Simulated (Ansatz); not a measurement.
Crystal: TiAl.

```
CELL_PARAMETERS angstrom
3.17906 0.00000 0.00000
0.00000 3.17906 0.00000
0.00000 0.00000 3.17906
ATOMIC_POSITIONS crystal
Ti 0.00000 0.00000 0.00000
Al 0.50000 0.50000 0.50000
```

The cell comes from a database or a generator and needn't be the stable form of this composition.

Program: Ansatz 0.2.0. Alike in all runs: no spin polarisation; cell as given.

Q: Order these runs on this cell by their pressure, lowest first.
A. level revPBE0; potentials or basis Ansatz PAW; k mesh 5 × 5 × 5; cutoff (eV) 420; smearing fermi-dirac 0.1 eV; mesh quality coarse
B. level r2SCANh+D4; potentials or basis Ansatz PAW; k mesh 6 × 6 × 6; cutoff (eV) 500; smearing methfessel-paxton 0.05 eV; mesh quality not flagged
C. level LDA; potentials or basis JTH PAW LDA; k mesh 8 × 8 × 8; cutoff (eV) 1230; smearing gaussian 0.15 eV; mesh quality not flagged

A: C (-5.6 GPa), B (-3.0 GPa), A (-0.6 GPa).

Caveats: some runs use coarse meshes; the PAW data sets come from PBE, with cores solved anew for the run's functional, which leaves a small shift of forces and pressure (some runs); the thresholds are loose for stress (some runs); pairwise dispersion overbinds metals, which lowers pressure and volume (some runs).

Runs at the PBE level aren't shown here.
